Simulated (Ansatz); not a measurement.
# Sb: the cost of one run

Method: DFT PBE, scalar-relativistic, plane waves, PAW, in Ansatz 0.2.0.

2 further runs of the same task are left out: 1 that didn't finish, 1 set aside as unsound or not needed.

### 1 The system as given

It takes space group R-3m (No. 166, trigonal). The conventional cell has a = 4.374 Å, b = 4.374 Å, c = 11.540 Å, α = 90.00°, β = 90.00°, γ = 120.00°. Around Sb (site symmetry 3m) lie 3 Sb at 2.95 Å.

As a file:

```cif
data_structure
_symmetry_space_group_name_H-M 'P 1'
_symmetry_Int_Tables_number 1
_cell_length_a 4.6017
_cell_length_b 4.6017
_cell_length_c 4.6017
_cell_angle_alpha 56.759
_cell_angle_beta 56.759
_cell_angle_gamma 56.759
_cell_volume 63.75
loop_
_atom_site_label
_atom_site_type_symbol
_atom_site_fract_x
_atom_site_fract_y
_atom_site_fract_z
_atom_site_occupancy
Sb1 Sb 0.23274 0.23274 0.23274 1
Sb2 Sb 0.76726 0.76726 0.76726 1
```

It is the end of an earlier relaxation with the same method, from a generated guess; it needn't be the stable form of this composition. At a tolerance of 0.05 Å it has space group R-3m (No. 166); it has 31.87 Å³/atom, an uncorrected energy of +0.00 eV/atom over the standard state and, on its mesh, gap none (metal).

### 2 The cell scaled to 0.97 of its volume

Input file input.yaml:

```yaml
crystal:
  lattice:
    - [2.1650989825, 1.2500204804, 3.8078045736]
    - [-2.1650989825, 1.2500204804, 3.8078045736]
    - [0.0, -2.5000409607, 3.8078045736]
  atoms:
    - { symbol: Sb, position: [0.2327421822, 0.2327421822, 0.2327421822] }
    - { symbol: Sb, position: [0.7672578178, 0.7672578178, 0.7672578178] }
basis:
  ecutwfc: 420
kpoints:
  mp_grid: { grid: [18, 18, 18] }
hamiltonian:
  xc: pbe
scf:
  occupations: { method: gaussian, width: 0.1 }
output:
  forces: true
  stress: true
  eigenvalues: true
relax:
  adjacent_minimum: "off"
  f_tol: 0.01
  max_steps: 30
  cell: { stress_tol: 0.1, fix: [volume] }
```

Command:

```bash
ansatz run input.yaml --threads 1 --pin off --max-ram 2560MiB --backend cpu --events-out ev --progress --plain --runs-dir out
```

**Question.** How long does this run take on 1 thread of Arm Neoverse V1, shared host, and how much memory does it need?

About 2.6 min, with a peak of 0.8 GiB.
